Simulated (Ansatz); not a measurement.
## GaP: enthalpy against pressure

GaP, F-43m, a = 5.505 Å. Ansatz: PBE, PAW, 420 eV, Γ-centred 8×8×8 mesh on 2 atoms, Gaussian smearing 0.02 eV; no spin polarisation. Cell and atoms are relaxed at each pressure, and no other structure is tried; the real crystal is known to change phase within this range, so the rows at high pressure are metastable. y is the enthalpy over the state at zero pressure; there V0 = 20.855 Å³/atom. The pressures are the targets, met within 0.05 GPa.

| P (GPa) | y (eV/atom) |
| --- | --- |
| -3.0 | -0.3989 |
| 0.0 | 0.0000 |
| 3.0 | 0.3836 |
| 8.0 | 0.9958 |
| 15.0 | 1.8074 |
| 30.0 | ? |
| 60.0 | 6.3186 |

Q: Fit y = c1 P + c2 P² + c3 P³ to the other rows, say what c1 and c2 mean, and predict the missing value.

A: Least squares on the rows shown. y = 0.13016 P − 0.00072511 P² + 5.1830×10⁻⁶ P³. Since dH/dP = V, c1 is V0: 0.13016 eV/GPa × 160.2 = 20.852 Å³ against 20.855; c2 = −V0/(2B0) gives B0 = 90 GPa, where a Birch–Murnaghan fit to the volumes of the same runs (not shown) gives 77 GPa: a cubic over this range folds the higher terms into c2. Above P = −c2/(3 c3) = 47 GPa the cubic's slope, the volume, would rise with pressure, so the form fails there. At P = 30.0 the fit asked for gives 3.3921 eV/atom. The run gave 3.4229 eV/atom, so the fit is 0.0308 eV/atom too low, 0.46 % of the span of the series, against an rms of 0.0012 eV/atom on the fitted rows. With a term in P⁴ added, a fit to the same known rows predicts 3.4359 eV/atom, a smaller miss on the other side.

The mesh isn't the same in all rows (8×8×8, 10×10×10).